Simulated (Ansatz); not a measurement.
**SiC: a line through a two-coordinate scan**

An exercise on one series of results from a longer session: the logs are not shown, and one member is left open.

Method: DFT PBEsol, scalar-relativistic, plane waves, PAW, in Ansatz 0.2.0.

13 further runs of the same task are left out: 13 set aside as unsound or not needed. Runs told in other sessions of the task aren't counted.

### The structure to begin with

It takes space group P6_3mc (No. 186, hexagonal). The conventional cell has a = 3.078 Å, b = 3.078 Å, c = 10.076 Å, α = 90.00°, β = 90.00°, γ = 120.00°. Si (site symmetry 3m) has 4 C at 1.89 Å in its first shell of neighbours. Around Si (site symmetry 3m) lie 4 C at 1.88 to 1.89 Å. Around C (site symmetry 3m) lie 4 Si at 1.88 to 1.89 Å. C (site symmetry 3m) is surrounded by 4 Si at 1.89 Å.

Structure file:

```cif
data_structure
_symmetry_space_group_name_H-M 'P6_3mc'
_symmetry_Int_Tables_number 186
_cell_length_a 3.0781
_cell_length_b 3.0781
_cell_length_c 10.0758
_cell_angle_alpha 90.000
_cell_angle_beta 90.000
_cell_angle_gamma 120.000
_cell_volume 82.67
loop_
_atom_site_label
_atom_site_type_symbol
_atom_site_symmetry_multiplicity
_atom_site_Wyckoff_symbol
_atom_site_fract_x
_atom_site_fract_y
_atom_site_fract_z
_atom_site_occupancy
Si1 Si 2 b 0.66667 0.33333 0.93783 1
Si2 Si 2 a 0.00000 0.00000 0.68790 1
C1 C 2 b 0.66667 0.33333 0.74982 1
C2 C 2 a 0.00000 0.00000 0.50045 1
```

It goes back to an entry of the Materials Project.

This cell was relaxed beforehand with the same method: volume 10.33 Å³/atom, gap on the mesh 2.12 eV.

### What is varied

The energy is mapped over a normal mode and a strain (zone-centre modes of the cell shown) (x along [1 0 0], y along [1 2 0], z along [0 0 1] of the conventional cell).

First coordinate, amplitude of mode 4 (188 cm⁻¹), largest displacement in the unstrained cell: 11 values from −0.141 Å. Second coordinate, strain +e along z and -e/2 along x and y: 7 values from −7.00 %.

Nothing else is relaxed (the pattern is fixed in fractional coordinates). Energies count from the relaxed high-symmetry cell. Points are written as (first, second).

The modes come from a phonon run on the reference cell, made beforehand.

The patterns, per unit of each coordinate (Å):

| atom | x1 | y1 | z1 |
| --- | --- | --- | --- |
| Si1 | 1.000 | 0.000 | 0.000 |
| Si2 | -1.000 | 0.000 | 0.000 |
| Si3 | -0.437 | 0.000 | 0.000 |
| Si4 | 0.437 | 0.000 | 0.000 |
| C5 | -0.305 | 0.000 | 0.000 |
| C6 | 0.305 | 0.000 | 0.000 |
| C7 | -0.991 | 0.000 | 0.000 |
| C8 | 0.991 | 0.000 | 0.000 |

Set-up of the first run:

Contents of input.yaml:

```yaml
crystal:
  lattice:
    - [3.185799403, 0.0, 0.0]
    - [-1.5928997015, 2.7589832144, 0.0]
    - [0.0, 0.0, 9.3705023952]
  atoms:
    - { symbol: Si, position: [0.6575050729, 0.3333333333, 0.9378278417] }
    - { symbol: Si, position: [0.3424949271, 0.6666666667, 0.4378278417] }
    - { symbol: Si, position: [0.0040052261, 0.0, 0.6878973493] }
    - { symbol: Si, position: [-0.0040052261, 0.0, 0.1878973493] }
    - { symbol: C, position: [0.6694602072, 0.3333333333, 0.7498191684] }
    - { symbol: C, position: [0.3305397928, 0.6666666667, 0.2498191684] }
    - { symbol: C, position: [0.0090771074, 0.0, 0.5004546406] }
    - { symbol: C, position: [-0.0090771074, 0.0, 0.0004546406] }
basis:
  ecutwfc: 520.0
kpoints:
  mp_grid: { grid: [12, 12, 4] }
hamiltonian:
  xc: pbesol
  pseudopotentials: { kind: paw, azcp: { folder: soft_1 } }
scf:
  occupations: { method: gaussian, width: 0.05 }
output:
  forces: true
  stress: true
  eigenvalues: true
```

Launch:

```sh
ansatz run input.yaml --threads 2 --pin off --max-ram 4096MiB --backend cpu --events-out ev --progress --plain --runs-dir out
```

Steps of the session up to this table: Grid point (−0.028 Å, −7.00 %); Grid point (−0.028 Å, −4.67 %); Point (−0.028 Å, 0.00 %); Point (−0.028 Å, 4.67 %); Point (−0.028 Å, 7.00 %).

One table of the session follows, with a row left open; its other results are not shown here.

```
strain +e along z and -e/2 along x and y (%)  slope (eV per %)  pressure (GPa)  band gap on the k-mesh (eV)  largest force on an atom (eV/Å)
                                       −7.00             −0.35            4.32                         1.47                             1.88
                                       −4.67                 ?               ?                            ?                                ?
                                       −2.33             −0.10            0.40                         2.00                             0.45
                                        0.00              0.00           −0.01                         2.08                             0.10
                                        2.33              0.10            0.51                         1.91                             0.31
                                        4.67              0.18            1.89                         1.71                             0.52
                                        7.00              0.27            4.07                         1.49                             0.63
```

**Question.** Estimate the row for strain +e along z and -e/2 along x and y (%) = −4.67.

Worked estimate for «slope (eV per %)». A straight line through the neighbours (−7.00, −0.35) and (−2.33, −0.10) gives −0.35 + (−0.10 − −0.35) × (−4.67 − −7.00) / (−2.33 − −7.00) = -0.23; a parabola fitted to 3 rows on both sides gives -0.22.

As computed: slope (eV per %): −0.22; pressure (GPa): 1.81; band gap on the k-mesh (eV): 1.72; largest force on an atom (eV/Å): 1.06. In «slope (eV per %)» the line misses by -0.01 and the parabola by 0.00.

Energies count from the relaxed high-symmetry cell. Rows without a step come from runs not printed here or follow by symmetry. Slopes come from the forces (and the stress, where the cell changes), not from differences of energies.

Of the points computed the energy is lowest at 0.00 %, 0.0048 eV from the zero. With the other coordinates free, the energies away from the reference would be the same or lower.

Caveats from the session: Warnings in the runs' records: pseudo functional mismatch.
